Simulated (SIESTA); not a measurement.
A calculation with SIESTA 5.4.2 of Te2Pt (Moncheite) (ASE script, structure typed inline):

File run.py:

```python
from ase import Atoms
from ase.calculators.siesta import Siesta
from ase.units import Ry, GPa

atoms = Atoms(
    ['Pt', 'Te', 'Te'],
    cell=[
        [4.01, 0.0, 0.0],
        [-2.005, 3.4727618692, 0.0],
        [0.0, 0.0, 5.201],
    ],
    scaled_positions=[
        [0.0, 0.0, 0.0],
        [0.6666666667, 0.3333333333, 0.75],
        [0.3333333333, 0.6666666667, 0.25],
    ],
    pbc=True,
)

fdf = {
    'SCFMustConverge': False,
    'OccupationFunction': 'FD',
    'ElectronicTemperature': '0.05 eV',
    'MaxSCFIterations': '120',
    'SCF.Mixer.Method': 'Pulay',
    'SCF.Mixer.Weight': '0.25',
    'SCF.Mixer.History': '8',
    'SCF.DM.Tolerance': '5.0e-05',
    'SCF.H.Tolerance': '1.0e-03 eV',
    'WriteForces': 'true',
    'Charge.Mulliken': 'end',
    'Charge.Hirshfeld': 'end',
    'Charge.Voronoi': 'end',
    'SaveRho': 'true',
    'SaveElectrostaticPotential': 'true',
    'PAO.Basis': ['Pt.1 5', 'n=5 0 2', '  2.732 0.000', 'n=6 0 2', '  7.326 0.000', 'n=5 1 2', '  3.260 0.000', 'n=6 1 1', '  7.326', 'n=5 2 2', '  5.692 0.000', 'Te.2 4', 'n=5 0 2', '  5.635 0.000', 'n=5 1 2', '  7.297 0.000', 'n=4 2 2', '  3.260 0.000', 'n=5 2 1', '  7.297'],
}
calc = Siesta(
    label="Te2Pt",
    command="siesta < PREFIX.fdf > PREFIX.out",
    pseudo_path="pseudos",
    pseudo_qualifier="",
    xc=('GGA', 'PBE'),
    basis_set="DZP",
    mesh_cutoff=800 * Ry,
    energy_shift=0.003 * Ry,
    kpts=[8, 8, 5],
    spin="non-polarized",
    fdf_arguments=fdf,
)
atoms.calc = calc

print(f"energy = {atoms.get_potential_energy():.6f} eV")
free = atoms.get_potential_energy(force_consistent=True)
print(f"free energy = {free:.6f} eV")
print("forces (eV/A):")
print(atoms.get_forces(apply_constraint=False).round(6))
print("stress (GPa, Voigt order, tension positive):", (atoms.get_stress() / GPa).round(4))
```

Potentials or basis: PseudoDojo 0.4 standard (PBE files), DZP (energy shift 0.003 Ry; two zetas on semicore shells).

Launch:

```console
$ python run.py
```

Question: Write the same calculation in another form: native input, structure typed inline.

Answer: As run:

The input Te2Pt.fdf:

```
SystemName                      Moncheite
SystemLabel                     Te2Pt
NumberOfSpecies                 2
NumberOfAtoms                   3
%block ChemicalSpeciesLabel
  1  78 Pt
  2  52 Te
%endblock ChemicalSpeciesLabel

LatticeConstant                 1.0 Ang
%block LatticeVectors
     4.0100000000     0.0000000000     0.0000000000
    -2.0050000000     3.4727618692     0.0000000000
     0.0000000000     0.0000000000     5.2010000000
%endblock LatticeVectors
AtomicCoordinatesFormat         Ang
%block AtomicCoordinatesAndAtomicSpecies
     0.0000000000     0.0000000000     0.0000000000  1
     2.0050000002     1.1575872896     3.9007500000  2
    -0.0000000002     2.3151745796     1.3002500000  2
%endblock AtomicCoordinatesAndAtomicSpecies

%block kgrid.MonkhorstPack
    8   0   0  0.0
    0   8   0  0.0
    0   0   5  0.0
%endblock kgrid.MonkhorstPack
XC.Functional                   GGA
XC.Authors                      PBE
PAO.BasisSize                   DZP
PAO.EnergyShift                 0.003 Ry
Mesh.Cutoff                     800 Ry
OccupationFunction              FD
ElectronicTemperature           0.05 eV
MaxSCFIterations                120
SCF.MustConverge                false
SCF.Mixer.Method                Pulay
SCF.Mixer.Weight                0.25
SCF.Mixer.History               8
SCF.DM.Tolerance                5.0e-05
SCF.H.Tolerance                 1.0e-03 eV
WriteForces                     true
Charge.Mulliken                 end
Charge.Hirshfeld                end
Charge.Voronoi                  end
SaveRho                         true
SaveElectrostaticPotential      true
%block PAO.Basis
  Pt 5
  n=5 0 2
    2.732 0.000
  n=6 0 2
    7.326 0.000
  n=5 1 2
    3.260 0.000
  n=6 1 1
    7.326
  n=5 2 2
    5.692 0.000
  Te 4
  n=5 0 2
    5.635 0.000
  n=5 1 2
    7.297 0.000
  n=4 2 2
    3.260 0.000
  n=5 2 1
    7.297
%endblock PAO.Basis
```

Potentials or basis: PseudoDojo 0.4 standard (PBE files), DZP (energy shift 0.003 Ry; two zetas on semicore shells).

The run is started by

```console
$ siesta < Te2Pt.fdf > Te2Pt.out 2>&1
```

Both were run:

|  | ASE script, structure typed inline | native input, structure typed inline |
| --- | --- | --- |
| Pressure | 11.8 GPa | 11.8 GPa |
| Largest force | 1.611 eV/Å | 1.611 eV/Å |
| Band gap on the k mesh | none (metal or under the smearing width) | none (metal or under the smearing width) |
| Hirshfeld charges | Pt +0.11; Te -0.05 e | Pt +0.11; Te -0.05 e |
| Voronoi charges | Pt +0.03; Te -0.01 e | Pt +0.03; Te -0.01 e |

Keys that steer only the numerical path or the files written may differ.

Caveat: Mulliken charges of long-ranged orbitals can have an unphysical sign; short orbitals over semicore shells can move pressures by several GPa; the basis of atomic orbitals isn't converged, which shifts pressures, moduli and gaps; forces of over 1 eV/Å show positions far from the minimum, so gaps and moduli don't describe the material at rest.
